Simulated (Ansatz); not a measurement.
**ZrO2 (Cubic zirconia): properties at the relaxed cell**

The task here is to estimate one member of a computed series from the others.

The COD entry's cell or inner coordinates are ideal or old and differ from later refinements, so a difference from it is no clean test against experiment.

Computed with Ansatz 0.2.0 (DFT PBE, scalar-relativistic, plane waves, PAW, unless a step's input says otherwise).

1 further run of the same task is left out (set aside as unsound or not needed).

## Starting point

The structure is cubic, space group Fm-3m (No. 225). The conventional cell has a = 5.116 Å, b = 5.116 Å, c = 5.116 Å, α = 90.00°, β = 90.00°, γ = 90.00°. Around Zr (site symmetry m-3m) lie 8 O at 2.22 Å. O (site symmetry -43m) has 4 Zr at 2.22 Å as nearest neighbours.

Coordinates:

```cif
data_structure
_symmetry_space_group_name_H-M 'P 1'
_symmetry_Int_Tables_number 1
_cell_length_a 3.6174
_cell_length_b 3.6174
_cell_length_c 3.6174
_cell_angle_alpha 60.000
_cell_angle_beta 60.000
_cell_angle_gamma 60.000
_cell_volume 33.47
loop_
_atom_site_label
_atom_site_type_symbol
_atom_site_fract_x
_atom_site_fract_y
_atom_site_fract_z
_atom_site_occupancy
Zr1 Zr 0.00000 0.00000 0.00000 1
O1 O 0.25000 0.25000 0.25000 1
O2 O 0.75000 0.75000 0.75000 1
```

It is the result of an earlier relaxation at this level (volume 11.16 Å³/atom; gap on the mesh: 3.32 eV).

The first run:

Input file input.yaml:

```yaml
crystal:
  lattice:
    - [0.0, 2.5578982015, 2.5578982015]
    - [2.5578982015, 0.0, 2.5578982015]
    - [2.5578982015, 2.5578982015, 0.0]
  atoms:
    - { symbol: Zr, position: [0.0, 0.0, 0.0] }
    - { symbol: O, position: [0.25, 0.25, 0.25] }
    - { symbol: O, position: [0.75, 0.75, 0.75] }
basis:
  ecutwfc: 420
kpoints:
  mp_grid: { grid: [8, 8, 8] }
  band_path:
    path:
      - [[0.0, 0.0, 0.0], [0.5, 0.0, 0.5], [0.625, 0.25, 0.625]]
      - [[0.375, 0.375, 0.75], [0.0, 0.0, 0.0], [0.5, 0.5, 0.5], [0.5, 0.25, 0.75], [0.5, 0.0, 0.5]]
    npoints: 14
hamiltonian:
  xc: pbe
scf:
  occupations: { method: gaussian, width: 0.02 }
  n_extra_bands: 7
output:
  forces: true
  stress: true
  eigenvalues: true
  populations: true
  dos: { projected: true, de: 0.02, nscf_kmesh: { grid: [12, 12, 12] } }
  bader: true
  write_density: true
  write_potential: true
  elf: true
  volumetric_format: npy
```

The run is started by

```sh
ansatz run input.yaml --threads 1 --pin off --max-ram 2560MiB --backend cpu --events-out ev --progress --plain --runs-dir out
```

Among the steps run: Electronic structure at the relaxed geometry; Band edges anywhere in the zone; Eigenvalues a small step from each edge; Back to the database's cell; Volume × 0.97; Volume × 1.03; The cell scaled to 0.94 of its volume; The cell scaled to 1.06 of its volume; Point at V/V0 = 0.91; Point at V/V0 = 1.10; The cell scaled to 0.88 of its volume.

One of the session's tables, all rows but one given; the rest of the session is left out.

It belongs to the step «Equation of state». 

| volume (Å³/atom) | energy above the lowest point (meV/atom) | pressure (GPa) | gap on the mesh (eV) |
| --- | --- | --- | --- |
| 9.818 | 148.0 | 39.52 | 3.66 |
| 10.153 | 78.6 | 27.19 | 3.57 |
| 10.488 | ? | ? | ? |
| 10.823 | 7.9 | 7.69 | 3.40 |
| 11.157 | 0.0 | 0.01 | 3.32 |
| 11.492 | 7.1 | -6.56 | 3.24 |
| 11.827 | 26.7 | -12.17 | 3.15 |
| 12.273 | 69.6 | -18.40 | 3.05 |

Q: Estimate the row for volume (Å³/atom) = 10.488 from the others.

Worked estimate for «energy above the lowest point (meV/atom)». A straight line through the neighbours (10.153, 78.6) and (10.823, 7.9) gives 78.6 + (7.9 − 78.6) × (10.488 − 10.153) / (10.823 − 10.153) = 43.3; a parabola fitted to 4 rows on both sides gives 33.0.

The run gave: energy above the lowest point (meV/atom): 33.1; pressure (GPa): 16.67; gap on the mesh (eV): 3.49. In «energy above the lowest point (meV/atom)» the line misses by +10.2 and the parabola by -0.1.

Caveats from the session: Absorption along x passes 10⁴ cm⁻¹ at 3.8 eV, beside a least direct gap of 3.75 eV on the SCF mesh; the indirect gap of 3.32 eV gives no absorption without phonons.
